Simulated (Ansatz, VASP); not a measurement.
## Hf in VASP and in Ansatz

INCAR

```
  PREC = Accurate
  ENCUT = 520
  EDIFF = 1E-8
  ISMEAR = -1
  SIGMA = 0.05
  LREAL = F
  LASPH = T
  NELM = 100
  ALGO = Normal
  ISIF = 2
  LWAVE = F
  LCHARG = F
  GGA = PS
  LEFG = T
  NBANDS = 11
```

File KPOINTS:

```
Automatic mesh
0
Gamma
  14 14 14
```

Contents of POSCAR:

```
Hf
1.0
   -1.7806051177      1.7806051177      1.7806051177
    1.7806051177     -1.7806051177      1.7806051177
    1.7806051177      1.7806051177     -1.7806051177
Hf
1
Direct
    0.0000000000      0.0000000000      0.0000000000
```

Input for Ansatz:

```yaml
crystal:
  lattice:
    - [-1.7806051177, 1.7806051177, 1.7806051177]
    - [1.7806051177, -1.7806051177, 1.7806051177]
    - [1.7806051177, 1.7806051177, -1.7806051177]
  atoms:
    - { symbol: Hf, position: [0.0, 0.0, 0.0] }
kpoints:
  mp_grid: { grid: [14, 14, 14] }
scf:
  occupations: { method: fermi_dirac, width: 0.05 }
hamiltonian:
  xc: pbesol
  pseudopotentials: { kind: paw }
output:
  forces: true
  stress: true
  eigenvalues: true
  efg: { contact_densities: true }
  write_density: true
  write_potential: true
  elf: true
  volumetric_format: npy
```

Change from the starting cell: volume scaled by 0.96, PAW files.

Alike in both runs: task electric field gradients; functional PBEsol; k mesh 14 × 14 × 14; occupations fermi-dirac, width 0.05 eV; no spin polarisation.

|  | VASP | Ansatz |
| --- | --- | --- |
| version | VASP 6.6.1 | Ansatz 0.2.0 |
| potentials or method | VASP PAW PBE potentials, release 64 (Hf_pv) | PAW with Ansatz's default frozen-core files, scalar-relativistic |
| plane-wave cutoff (eV) | 520 | 420 |
| valence electrons in the cell | 10 | 26 |

```tsv
	VASP	Ansatz	Ansatz less VASP
pressure (GPa)	-6.1	-5.8	+0.29
Vzz of the field gradient on the site that differs most (V/Å²)	0.0	0.0	0.00
```

With one functional, cell and mesh, what is left measures potentials, basis and numerics. The two sets of potentials don't hold the same shells in valence. Ansatz warned: «gradients_without_spin_orbit».

Caveats: the PAW data sets were made with another functional, which shifts forces and pressure a little (VASP). Spin-orbit coupling is left out, which matters for the levels of Hf.
